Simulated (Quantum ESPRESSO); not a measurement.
**Hf: Hubbard U from linear response under several settings**

```
Hf
1.0
     0.00000    2.22000    2.22000
     2.22000    0.00000    2.22000
     2.22000    2.22000    0.00000
Hf
1
Direct
  0.00000 0.00000 0.00000
```

This isn't the form of Hf at room conditions, which is hcp.

All runs used Quantum ESPRESSO 7.5; potentials PseudoDojo 0.4.1 SR PBE standard; k mesh 8 × 8 × 8; given cell; no spin polarisation; cutoff 789 eV; occupations cold, width 0.2 eV.

| level | projectors | U typed (eV) | q mesh | with V | state | U computed (eV) |
| --- | --- | --- | --- | --- | --- | --- |
| PBE+U | ortho-atomic | 4.0 | 1 × 1 × 1 | no | metal | ? |
| PBE+U | ortho-atomic | 0.0 | 2 × 2 × 2 | no | metal | Hf 1.6 |
| PBE+U | ortho-atomic | 0.0 | 3 × 3 × 3 | no | metal | Hf 1.7 |
| PBE+U | ortho-atomic | 4.0 | 4 × 4 × 4 | no | metal | Hf 1.7 |

Problem. What stands in the row left open?

Solution. U computed Hf 0.4 eV.

Caveats: U without spin polarisation on a metal has little footing; the U is typed as a test and isn't derived for this compound; the computed U isn't converged in cell size (some runs).

For the row left open. Caveat: the computed U isn't converged in cell size; U without spin polarisation on a metal has little footing; the U is typed as a test and isn't derived for this compound.
